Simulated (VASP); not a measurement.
Wanted: the native input for a VASP 6.6.1 run.

* Task: density of states
* Functional: PBE
* Potentials or basis: VASP PAW PBE potentials, release 64 (Si, W_sv)
* Cutoff: 520 eV
* k mesh: 16 × 16 × 16
* Occupations: methfessel-paxton, width 0.1 eV
* Spin: no spin polarisation
* k mesh for the DOS: 24 × 24 × 24
* Occupations for the DOS: tetrahedron
* Further INCAR settings: ALGO = Fast; EDIFF = 1e-06

The system is Si2W.

```
CELL_PARAMETERS angstrom
-1.60211 1.60211 3.90958
1.60211 -1.60211 3.90958
1.60211 1.60211 -3.90958
ATOMIC_POSITIONS crystal
Si 0.33446 0.33446 0.00000
Si 0.66554 0.66554 0.00000
W 0.00000 0.00000 0.00000
```

One way to write it, as run:

POSCAR

```
Si2W                                    
1.0
   -1.6021137926      1.6021137926      3.9095849748
    1.6021137926     -1.6021137926      3.9095849748
    1.6021137926      1.6021137926     -3.9095849748
  Si              W             
     2     1
Direct
     0.3344596784202494    0.3344596784202494    0.0000000000000000
     0.6655403215797506    0.6655403215797506    0.0000000000000000
     0.0000000000000000    0.0000000000000000    0.0000000000000000
```

INCAR.step1

```
ALGO = Fast
EDIFF = 1E-6
ENCUT = 520
GGA = PE
ISIF = 2
ISMEAR = 1
KPAR = 4
LASPH = T
LCHARG = T
LMAXMIX = 4
LREAL = F
LWAVE = F
NELM = 80
PREC = Accurate
SIGMA = 0.1
```

KPOINTS.step1

```
k-points
0
Gamma
  16 16 16
```

INCAR.step2

```
ALGO = Fast
EDIFF = 1E-6
ENCUT = 520
GGA = PE
ICHARG = 11
ISIF = 2
ISMEAR = -5
KPAR = 4
LASPH = T
LCHARG = F
LMAXMIX = 4
LORBIT = 11
LREAL = F
LWAVE = F
NEDOS = 2001
NELM = 80
PREC = Accurate
SIGMA = 0.1
```

KPOINTS.step2

```
k-points
0
Gamma
  24 24 24
```

Potentials or basis: VASP PAW PBE potentials, release 64 (Si, W_sv).

Run with:

```sh
$ cat potpaw_PBE.64/Si/POTCAR potpaw_PBE.64/W_sv/POTCAR > POTCAR
$ cp INCAR.step1 INCAR
$ cp KPOINTS.step1 KPOINTS
$ mpirun -np 4 vasp_std > vasp.out
$ cp INCAR.step2 INCAR
$ cp KPOINTS.step2 KPOINTS
$ mpirun -np 4 vasp_std > vasp.out
```

Results of the run:

* Valence electrons inside the program's atomic spheres: Si 1.63; W 12.23

Run time: 2.2 min on 4 MPI ranks on Intel(R) Xeon(R) 6975P-C (Granite Rapids) (shared host), peak memory 0.75 GiB a rank.
